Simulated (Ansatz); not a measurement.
Optical constants of GaN

Method: DFT PBE, scalar-relativistic, plane waves, PAW in Ansatz. Cutoff 420 eV, 10×10×10 k-points (Γ-centred), Gaussian smearing of 0.01 eV. No spin polarisation.

Relaxed structure:
```xyz
2
Lattice="0.0000 2.2742 2.2742 2.2742 0.0000 2.2742 2.2742 2.2742 0.0000" Properties=species:S:1:pos:R:3 pbc="T T T"
Ga    0.0000    0.0000    0.0000
N     3.4114    3.4114    3.4114
```

Independent-particle response (no local fields, no excitons) on a 16×16×16 mesh, broadened by 0.1 eV. Light polarised along x.

Question: Tabulate ε₁ and ε₂ against photon energy.

Answer:
| E (eV) | ε₁ | ε₂ |
| --- | --- | --- |
| 0.2 | 6.29 | 0.00 |
| 0.6 | 6.36 | 0.00 |
| 1.0 | 6.54 | 0.00 |
| 1.4 | 6.99 | 0.01 |
| 1.8 | 7.30 | 0.98 |
| 2.2 | 7.00 | 1.35 |
| 2.6 | 6.82 | 1.53 |
| 3.0 | 6.78 | 1.67 |
| 3.4 | 6.81 | 1.81 |
| 3.8 | 6.92 | 1.98 |
| 4.2 | 7.13 | 2.19 |
| 4.6 | 7.49 | 2.51 |
| 5.0 | 8.06 | 3.12 |
| 5.4 | 8.34 | 5.13 |
| 5.8 | 7.37 | 5.00 |
| 6.2 | 7.94 | 7.46 |
| 6.6 | 5.31 | 8.21 |
| 7.0 | 3.81 | 8.42 |
| 7.4 | 1.60 | 8.01 |
| 7.8 | -0.05 | 5.36 |
| 8.2 | 2.41 | 2.84 |
| 8.6 | 7.17 | 5.35 |
| 9.0 | 1.05 | 8.74 |
| 9.4 | 0.33 | 7.05 |
| 9.8 | -1.36 | 5.87 |
| 10.2 | -0.11 | 4.32 |
| 10.6 | 0.63 | 4.84 |
| 11.0 | 1.43 | 5.53 |
| 11.4 | -2.10 | 7.11 |
| 11.8 | -3.14 | 5.04 |

Question: Where is the highest local maximum of ε₂ between 0.3 and 12 eV?

Answer: At 8.8 eV, where ε₂ = 10.3.

Question: How do the static value and the gaps compare?

Answer: ε₁(0) = 6.28; on the self-consistent k mesh the Kohn–Sham gap is 1.54 eV and the least direct gap 1.54 eV.

This zinc-blende form isn't the usual stable structure of the compound.

Cost: 1 run of about 0.35 core-minutes, on Arm Neoverse V1 (shared hosts).